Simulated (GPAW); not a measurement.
Runs of GPAW 26.7.0 on InP. Symmetry: F-43m, No. 216, cubic system. Conventional cell: a = 5.861 Å, b = 5.861 Å, c = 5.861 Å, α = 90.00°, β = 90.00°, γ = 90.00°. In (site symmetry -43m) is surrounded by 4 P at 2.54 Å. P (site symmetry -43m) has 4 In at 2.54 Å as nearest neighbours. 

```tsv
task	level	potentials or basis	spin	cell	k mesh	maxiter	optimizer	fmax	max steps	convergence	other keys	mesh quality	gap on the mesh (eV)	pressure (GPa)	relaxed volume (Å³/atom)
relaxation of cell and atoms	revPBE	the program's PAW data sets (release 1.2.1) made for this functional, pw	off	relaxed	8 × 8 × 8	150	BFGS	0.02 eV/Å	60	density=1e-05 forces=0.0001	-	not flagged	0.45	0.0	26.89
relaxation of cell and atoms	LDA	the program's PAW data sets (release 1.2.1) made for this functional, pw	off	relaxed	8 × 8 × 8	150	BFGS	0.01 eV/Å	40	density=1e-05 forces=0.0001	-	not flagged	(c)	0.0	24.62
relaxation of cell and atoms	RPBE	the program's PAW data sets (release 1.2.1) made for this functional, pw	off	relaxed to 20 GPa	8 × 8 × 8	150	BFGS	0.02 eV/Å	40	density=1e-05 forces=0.0001	-	not flagged	1.58	19.9	-
band structure	PBE	GPAW PAW data sets (gpaw-data 1.2.1), pw	off	as given	8 × 8 × 8	150	-	-	-	-	-	not flagged	(a)	3.0	-
band structure	PBE	GPAW PAW data sets (gpaw-data 1.2.1), pw	SOC, no magnetisation	as given	6 × 6 × 6	150	-	-	-	-	-	not flagged	(b)	3.0	-
band structure	revPBE	the program's PAW data sets (release 1.2.1) made for this functional, pw	off	as given	8 × 8 × 8	150	-	-	-	-	-	not flagged	0.81	4.4	-
single point	PBE	GPAW PAW data sets (gpaw-data 1.2.1), pw	off	as given	4 × 4 × 4	50	-	-	-	-	several, not listed	coarse	0.70	3.2	-
band structure	PBEsol	PAW data sets generated in the run's folder for this functional, pw	SOC, no magnetisation	as given	6 × 6 × 6	150	-	-	-	-	-	not flagged	0.58	0.4	-
band structure	LDA	the program's PAW data sets (release 1.2.1) made for this functional, pw	off	as given	8 × 8 × 8	150	-	-	-	-	-	not flagged	0.48	(d)	-
```

Alike in all rows: cutoff (eV) 600; smearing fermi-dirac 0.05 eV.

**Question.** Estimate the missing entries.

**Answer.** (a) 0.71; (b) 0.68; (c) 0.60; (d) -1.5.

Caveats: some runs use coarse meshes; spin-orbit coupling is left out, which moves the levels of the heavy elements (some runs); later steps reuse the first step's grids (some runs); spin-orbit coupling was added after a scalar SCF, so levels and gaps hold it while energy, forces, pressure and moments don't (some runs); this program's spin-orbit splittings come out too wide for heavy elements (some runs).

A k mesh can miss the band edges, and rows without SOC leave out spin-orbit coupling on In.
